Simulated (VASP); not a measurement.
A VASP 6.6.1 single-point calculation on RbCl

INCAR

```
NSW = 0
PREC = Normal
ISYM = -1
LCHARG = .FALSE.
NBANDS = 15
LREAL = .FALSE.
LASPH = .TRUE.
ALGO = Normal
SIGMA = 0.01
NELM = 82
LWAVE = .FALSE.
EDIFF = 1E-7
ISMEAR = 0
METAGGA = R2SCAN
ENCUT = 520
ISIF = 2
BMIX = 2
IBRION = -1
```

KPOINTS

```
KPOINTS created by Atomic Simulation Environment
0
Gamma
4 4 4
0 0 0
```

POSCAR

```
Rb Cl
 1.0000000000000000
     0.0000000000000000    3.1735803057999998    3.1735803057999998
     3.1735803057999998    0.0000000000000000    3.1735803057999998
     3.1735803057999998    3.1735803057999998    0.0000000000000000
 Rb  Cl
   1   1
Cartesian
  0.0000000000000000  0.0000000000000000  0.0000000000000000
  3.1735803057999998  3.1735803057999998  3.1735803057999998
```

The recommended PBE PAW datasets give the neutral cell 16 valence electrons.

Command

```
mpirun -np 1 vasp_std
```

OSZICAR

```
N       E                     dE             d eps       ncg     rms          rms(c)
DAV:   1     0.608836239585E+02    0.60884E+02   -0.71260E+03  1920   0.963E+02
DAV:   2    -0.238573765265E+02   -0.84741E+02   -0.77088E+02  2773   0.177E+02
DAV:   3    -0.292099272449E+02   -0.53526E+01   -0.53246E+01  2617   0.453E+01
DAV:   4    -0.293549746720E+02   -0.14505E+00   -0.14501E+00  2911   0.705E+00
DAV:   5    -0.293560652837E+02   -0.10906E-02   -0.10906E-02  2733   0.597E-01    0.338E+00
DAV:   6    -0.244285966897E+02    0.49275E+01   -0.10180E+00  3209   0.689E+00    0.279E+00
DAV:   7    -0.242878407955E+02    0.14076E+00   -0.40364E-01  2501   0.365E+00    0.118E+00
DAV:   8    -0.243004563594E+02   -0.12616E-01   -0.15827E-02  2389   0.998E-01    0.655E-01
DAV:   9    -0.243142828168E+02   -0.13826E-01   -0.10739E-02  2011   0.900E-01    0.354E-01
DAV:  10    -0.243159266495E+02   -0.16438E-02   -0.84096E-04  2739   0.214E-01    0.147E-01
DAV:  11    -0.243172229312E+02   -0.12963E-02   -0.98090E-04  2074   0.278E-01    0.315E-02
DAV:  12    -0.243172525406E+02   -0.29609E-04   -0.19729E-05  2712   0.382E-02    0.109E-02
DAV:  13    -0.243172624270E+02   -0.98864E-05   -0.11378E-05  2179   0.275E-02    0.813E-03
DAV:  14    -0.243172619091E+02    0.51791E-06   -0.11912E-06  2706   0.889E-03    0.325E-03
DAV:  15    -0.243172620014E+02   -0.92283E-07   -0.43140E-07  2578   0.398E-03
   1 F= -.24317262E+02 E0= -.24317262E+02  d E =-.325637E-21
```

Standard output (part)

```
POSCAR found type information on POSCAR RbCl
 POSCAR found :  2 types and       2 ions
 LDA part: xc-table for (None), standard interpolation
 POSCAR, INCAR and KPOINTS ok, starting setup
 WAVECAR not read
 entering main loop
```

From OUTCAR

```
k-points           NKPTS =     64   k-points in BZ     NKDIM =     64   number of bands    NBANDS=     15

   NELECT =      16.0000    total number of electrons

   dimension x,y,z NGX =    28 NGY =   28 NGZ =   28
   dimension x,y,z NGXF=    56 NGYF=   56 NGZF=   56

  energy-cutoff  :      520.00
  volume of cell :       63.93
      direct lattice vectors                 reciprocal lattice vectors
     0.000000000  3.173580306  3.173580306    -0.157550763  0.157550763  0.157550763
     3.173580306  0.000000000  3.173580306     0.157550763 -0.157550763  0.157550763
     3.173580306  3.173580306  0.000000000     0.157550763  0.157550763 -0.157550763

 k-points in reciprocal lattice and weights: KPOINTS created by Atomic Simulation Env
   0.00000000  0.00000000  0.00000000       0.016
   0.25000000  0.00000000  0.00000000       0.016
   0.50000000  0.00000000  0.00000000       0.016
  -0.25000000  0.00000000  0.00000000       0.016
   0.00000000  0.25000000  0.00000000       0.016
   0.25000000  0.25000000  0.00000000       0.016
   0.50000000  0.25000000  0.00000000       0.016
  -0.25000000  0.25000000  0.00000000       0.016
   ...

 E-fermi :  -1.7897

 k-point     1 :       0.0000    0.0000    0.0000
  band No.  band energies     occupation
      1     -26.2495      2.00000
      2     -14.5097      2.00000
      3      -9.7494      2.00000
      4      -9.7494      2.00000
      5      -9.7494      2.00000
      6      -1.8539      2.00000
      7      -1.8539      2.00000
      8      -1.8539      2.00000
      9       4.1232      0.00000
     10       6.7952      0.00000
     11       6.7952      0.00000
     12       6.7952      0.00000
     13       8.0469      0.00000
     14       8.0469      0.00000
     15      10.8911      0.00000

 k-point     2 :       0.2500    0.0000    0.0000
  band No.  band energies     occupation
      1     -26.2349      2.00000
      2     -14.5633      2.00000
      3      -9.7549      2.00000
      4      -9.7549      2.00000
      5      -9.7166      2.00000
      6      -2.4188      2.00000
      7      -2.0838      2.00000
      8      -2.0838      2.00000
      9       5.4979      0.00000
     10       6.5420      0.00000
     11       7.6773      0.00000
     12       7.6773      0.00000
     13       9.1165      0.00000
     14       9.1165      0.00000
     15      13.1721      0.00000

 k-point     3 :       0.5000    0.0000    0.0000
  band No.  band energies     occupation
      1     -26.2203      2.00000
      2     -14.6161      2.00000
      3      -9.7602      2.00000
      4      -9.7602      2.00000
      5      -9.6847      2.00000
      6      -2.8767      2.00000
      7      -2.2953      2.00000
      8      -2.2953      2.00000
      9       6.7305      0.00000
     10       7.0706      0.00000
     11       9.4405      0.00000
     12       9.4405      0.00000
     13      10.6080      0.00000
     14      10.6080      0.00000
     15      11.8483      0.00000

 ...

  Total        1.1370067      1.1370059      1.1370048     -0.0000033     -0.0000045     -0.0000038
  in kB       28.4967366     28.4967177     28.4966893     -0.0000816     -0.0001125     -0.0000964
  external PRESSURE =      28.4967145 kB  Pullay stress =       0.0000000 kB

 POSITION                                       TOTAL-FORCE (eV/Angst)
 -----------------------------------------------------------------------------------
      0.00000      0.00000      0.00000        -0.000001      0.000000     -0.000000
      3.17358      3.17358      3.17358         0.000001     -0.000000      0.000000
 -----------------------------------------------------------------------------------
    total drift:                                0.000001     -0.000001      0.000000

  FREE ENERGIE OF THE ION-ELECTRON SYSTEM (eV)
  ---------------------------------------------------
  free  energy   TOTEN  =       -24.3172620014 eV

  energy  without entropy=      -24.3172620014  energy(sigma->0) =      -24.31726200
```

It converged. Results: gap between bands v and c on the k mesh 5.98 eV; least direct gap on the k mesh 5.98 eV; pressure 2.8 GPa. Band v is the last that the valence electrons fill when counted band by band, and c is the next.

For comparison, a separate r²SCAN run of the intended cell, on usual settings and not on those above, gives a gap of 5.98 eV on its mesh and a pressure of 2.8 GPa.

The run above took about 1.8 min on one core of a shared host (Intel Xeon Platinum 8488C) and held 0.2 GiB at most.
